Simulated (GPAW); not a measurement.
Here is a GPAW 26.7.0 calculation.

run.py

```python
import numpy as np
from ase.dft.bandgap import bandgap
from ase.io import read, write
from ase.units import GPa
from gpaw import GPAW, PW
from gpaw.spinorbit import soc_eigenstates

atoms = read('ZnSe.xyz')

calc = GPAW(mode=PW(600),
            xc='MGGA_X_TPSS+MGGA_C_TPSS',
            kpts={'size': (7, 7, 7), 'gamma': True},
            occupations={'name': 'fermi-dirac', 'width': 0.05},
            nbands=18,
            convergence={'density': 1e-05, 'energy': 1e-05},
            eigensolver='davidson',
            maxiter=150,
            txt='gpaw.txt')
atoms.calc = calc
energy = atoms.get_potential_energy()
forces = atoms.get_forces()
stress = atoms.get_stress()
calc.write('gs.gpw')
write('result.traj', atoms)
print(f'Energy: {energy:.6f} eV')
print('Forces (eV/A):')
print(forces.round(4))
print('Stress (GPa):', (stress / GPa).round(3))
print('Fermi level:', round(calc.get_fermi_level(), 4), 'eV')
print(f'Gap: {bandgap(calc)[0]:.4f} eV, direct: {bandgap(calc, direct=True)[0]:.4f} eV')

path = atoms.cell.bandpath('GXWKGLUWLK,UX', npoints=60, eps=1e-4)
bs_calc = calc.fixed_density(kpts=path, symmetry='off', nbands=29,
                             convergence={'bands': 'CBM+6.0', 'eigenstates': 1e-6}, txt='bands.txt')
bs = bs_calc.band_structure()
bs.write('bs.json')
print(f'Gap on the path: {bandgap(bs_calc)[0]:.4f} eV')

soc = soc_eigenstates(bs_calc, theta=90, phi=0, ignore_xc_potential=True)
np.savetxt('soc_bands.dat', soc.eigenvalues(), fmt='%.4f')
mesh = soc_eigenstates('gs.gpw', theta=90, phi=0, ignore_xc_potential=True)
np.savetxt('soc_mesh.dat', mesh.eigenvalues(), fmt='%.4f')
print('Fermi level with spin-orbit coupling:', round(mesh.fermi_level, 4), 'eV')
```

The input ZnSe.xyz:

```xyz
2
Lattice="0.0000000000 2.8338000000 2.8338000000 2.8338000000 0.0000000000 2.8338000000 2.8338000000 2.8338000000 0.0000000000" Properties=species:S:1:pos:R:3 pbc="T T T"
Se     4.2507000000      4.2507000000      4.2507000000
Zn     0.0000000000      0.0000000000      0.0000000000
```

Potentials or basis: GPAW PAW data sets (gpaw-data 1.2.1), pw.

Command:

```bash
$ OMP_NUM_THREADS=1 python run.py
```

(1) Predict the band gap along the path.

(2) What does it give for the band gap on the k mesh?

(3) What does it give for the pressure?

Answers

(1) 1.33 eV, direct.

(2) 1.33 eV, direct.

(3) 1.7 GPa.

Caveat: spin-orbit coupling was added after a scalar SCF, so levels and gaps hold it while energy, forces, pressure and moments don't; this program's spin-orbit splittings come out too wide for heavy elements; the PAW data sets were made with another functional, which shifts forces and pressure a little.

**The experiment to reproduce.**

From “Alloy Disordering Effects on the Thermal Conductivity and Energy Gap Temperature Dependence of Cd1−xZnxSe Ternary Crystals Grown by the Bridgman Method”, 2023, pmc:10253836, for a bulk crystal of ZnSe at 300 K: band gap 2.695 ± 0.003 eV (an exciton energy, a little under the gap).

Against the measured gap of ZnSe, 2.695 eV (an exciton energy, a little under the gap; 300 K; “Alloy Disordering Effects on the Thermal Conductivity and Energy Gap Temperature Dependence of Cd1−xZnxSe Ternary Crystals Grown by the Bridgman Method”, 2023, pmc:10253836), the calculated 1.33 eV is off by -1.36 eV. So large a miss can be the level of theory's own, or it may mean another phase, state or a wrong row. The value is that of TPSS, without temperature or zero-point motion.
